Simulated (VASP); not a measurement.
**VASP 6.6.1 run: BeTe**

INCAR

```
SIGMA = 0.02
IBRION = -1
NSW = 0
NBANDS = 11
ISMEAR = -1
METAGGA = R2SCAN
PREC = Accurate
LREAL = .FALSE.
LCHARG = .FALSE.
ALGO = Normal
LWAVE = .FALSE.
EDIFF = 1E-7
NELM = 90
ISIF = 2
NELMIN = 8
LASPH = .TRUE.
ENCUT = 520
```

KPOINTS

```
KPOINTS created by Atomic Simulation Environment
0
Gamma
8 8 8
0 0 0
```

POSCAR

```
Be Te
 1.0000000000000000
     3.3650594852277229    0.0000000000000000   -0.0000000000000000
    -0.0000000000000000    3.3650594852277229    0.0000000000000000
     0.0000000000000000    0.0000000000000000    3.3650594852277229
 Be  Te
   1   1
Cartesian
 -0.0000000000000000  0.0000000000000000  0.0000000000000000
  1.6825297426138615  1.6825297426138615  1.6825297426138615
```

The recommended PBE PAW datasets give the neutral cell 8 valence electrons.

Command

```
mpirun -np 1 vasp_std
```

Predict the outcome of this run.

It converged. Results: gap between bands v and c on the k mesh -2.37 eV (bands overlap: a metal); least direct gap on the k mesh 0.06 eV; pressure 0.0 GPa. Band v is the last that the valence electrons fill when counted band by band, and c is the next.

OSZICAR

```
N       E                     dE             d eps       ncg     rms          rms(c)
DAV:   1    -0.437951500802E+01   -0.43795E+01   -0.35046E+03   770   0.608E+02
DAV:   2    -0.281718519438E+02   -0.23792E+02   -0.22406E+02   992   0.956E+01
DAV:   3    -0.291935433595E+02   -0.10217E+01   -0.10189E+01   943   0.195E+01
DAV:   4    -0.292014725652E+02   -0.79292E-02   -0.79284E-02   904   0.220E+00
DAV:   5    -0.292015723648E+02   -0.99800E-04   -0.99798E-04   961   0.256E-01    0.710E+00
DAV:   6    -0.280427096429E+02    0.11589E+01   -0.10818E-01   818   0.274E+00    0.486E+00
DAV:   7    -0.280545873951E+02   -0.11878E-01   -0.17569E-02   893   0.108E+00    0.117E+00
DAV:   8    -0.280545558076E+02    0.31588E-04   -0.81881E-04   896   0.190E-01    0.181E-01
DAV:   9    -0.280545971958E+02   -0.41388E-04   -0.19128E-04   907   0.787E-02    0.950E-02
DAV:  10    -0.280546045940E+02   -0.73982E-05   -0.32280E-05   875   0.354E-02    0.150E-02
DAV:  11    -0.280546042521E+02    0.34184E-06   -0.21583E-06   972   0.971E-03    0.412E-03
DAV:  12    -0.280546042656E+02   -0.13423E-07   -0.19717E-08   556   0.118E-03
   1 F= -.28054604E+02 E0= -.28053677E+02  d E =-.185398E-02
```

For comparison, a separate r²SCAN run of the intended cell, on usual settings and not on those above, gives a gap of -2.37 eV on its mesh and a pressure of 0.0 GPa.
